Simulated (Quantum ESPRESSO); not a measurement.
The system is MoS2.

```
Mo S
1.0
     0.00000    2.99595    2.99595
     2.99595    0.00000    2.99595
     2.99595    2.99595    0.00000
Mo S
1 2
Direct
  0.00000 0.00000 0.00000
  0.25000 0.25000 0.25000
  0.75000 0.75000 0.75000
```

Measurements of this composition are mostly on another form, of space group No. 194.

Base run:

| Property | Result |
| --- | --- |
| Program | Quantum ESPRESSO 7.5 |
| Functional | PBE |
| Potentials or basis | PseudoDojo 0.4.1 SR LDA standard |
| Cutoff | 1088 eV |
| Density cutoff | 4354 eV |
| k mesh | 6 × 6 × 6 |
| Occupations | gaussian, width 0.05 eV |
| Spin | collinear spin, ferromagnetic start |
| Starting moments | [2.0, 0.0, 0.0] μB |
| Hubbard terms | Mo d U = 7 eV |

Its results: band gap on the k mesh none (metal or under the smearing width); pressure 8.5 GPa; net moment 2.14 μB per cell; site moments Mo +2.39; S -0.42 μB.

Q: The run is repeated on the same cell with these changes: functional from PBE to LDA. What comes out?

A: Band gap on the k mesh none (metal or under the smearing width); pressure 0.5 GPa; net moment 2.14 μB per cell; site moments Mo +2.24; S -0.34 μB.

LDA binds more tightly than PBE, so the same cell stands under less pressure.

Caveats: the potentials were made for another functional, which shifts forces and pressure (some runs).
